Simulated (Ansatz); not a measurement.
## ZnSe, before and after

The cell of ZnSe is invented: species swapped into a sheet modelled on a layer of GaS, with Zn on the Ga sites and Se on the S sites. The dimensions are guesses.

This is a two-dimensional sheet: the third axis spans vacuum and isn't periodic. Symmetry isn't written into the files.

start.xyz

```xyz
4
Lattice="3.8219 0.0000 0.0000 -1.9109 3.3099 0.0000 0.0000 0.0000 19.0000" Properties=species:S:1:pos:R:3 pbc="T T F"
Zn    0.0000    2.2066    8.1781
Zn    0.0000    2.2066   10.8219
Se    0.0000    0.0000    7.0214
Se    0.0000    0.0000   11.9786
```

Theory: DFT PBE, scalar-relativistic, plane waves, PAW (Ansatz 0.2.0). Cutoff 420 eV, Gaussian smearing, Γ-centred meshes. In-plane cell and atoms relax first on a coarse mesh and then on a converged one. The steps can't lower the symmetry of their start. No spin polarisation.

end.xyz

```xyz
4
Lattice="4.0897 0.0000 0.0000 -2.0449 3.5418 0.0000 0.0000 0.0000 35.2773" Properties=species:S:1:pos:R:3 pbc="T T F"
Zn    0.0000    2.3612    6.7416
Zn    0.0000    2.3612   12.2584
Se    0.0000    0.0000    6.5313
Se    0.0000    0.0000   12.4687
```

The symmetry stays p-6m2 (No. 78). The area per atom grows by 14.5 %, from 3.2 to 3.6 Å². The shortest distance goes from 2.49 Å (Zn–Se) to 2.37 Å (Zn–Se). The energy falls by about 0.31 eV/atom (the start's value is from the coarse mesh). The program sets the height of the box itself, so the height of the cell differs between start and end.

For ZnSe, the layer group is p-6m2 (No. 78) and the in-plane cell is a = 4.090 Å, b = 4.090 Å, γ = 120.0°. The area per atom is 3.62 Å², the thickness between the outermost nuclei is 5.94 Å and the formation energy is −0.472 eV/atom. The gap on the 12×12×1 mesh of the 4-atom cell is 1.73 eV.

The zero of energy is the elements' standard structures at the same level; no fitted shifts are applied. A negative formation energy is needed for stability but isn't enough: competing phases decide.

The last run used Gaussian smearing of 0.02 eV. Kohn–Sham gaps at this level usually fall short of measured ones. The reference form of Se is held partly by dispersion forces, which this level lacks. A structure relaxed within its symmetry needn't be a true minimum. In all, the 3 runs took 6.5 min on 1 thread of Arm Neoverse V1 (shared host).
